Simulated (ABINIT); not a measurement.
ZrC:

```xyz
2
Lattice="0.0000 2.3650 2.3650 2.3650 0.0000 2.3650 2.3650 2.3650 0.0000" Properties=species:S:1:pos:R:3 pbc="T T T"
Zr    2.3650    2.3650    2.3650
C     0.0000    0.0000    0.0000
```

Program: ABINIT 10.8.3 (patched build). Alike in all runs: cell as given; smearing fermi-dirac 0.05 eV.

Order these runs on this cell by their pressure, lowest first.
A. level PBE; potentials or basis JTH PAW PBE v2.0; spin off; k mesh 10 × 10 × 10; cutoff (eV) 517; fine-grid cutoff 1034.03 eV; mesh quality not flagged
B. level LDA; potentials or basis JTH PAW LDA v2.0; spin off; k mesh 6 × 6 × 6; cutoff (eV) 544; fine-grid cutoff 1088.46 eV; mesh quality coarse
C. level WC; potentials or basis JTH PAW PBE v2.0; spin SOC, no magnetisation; k mesh 10 × 10 × 10; cutoff (eV) 544; fine-grid cutoff 1088.46 eV; mesh quality not flagged
D. level rPW86PBE; potentials or basis JTH PAW PBE v2.0; spin off; k mesh 10 × 10 × 10; cutoff (eV) 544; fine-grid cutoff 1088.46 eV; mesh quality not flagged
E. level revPBE; potentials or basis JTH PAW PBE v2.0; spin off; k mesh 10 × 10 × 10; cutoff (eV) 544; fine-grid cutoff 1088.46 eV; mesh quality not flagged

B (-12.6 GPa), C (-8.0 GPa), A (-3.1 GPa), E (-0.8 GPa), D (4.0 GPa).

Caveats: some runs use coarse meshes; the PAW data sets were made with another functional, which shifts forces and pressure a little (some runs).

Not every run made on this cell is shown here.
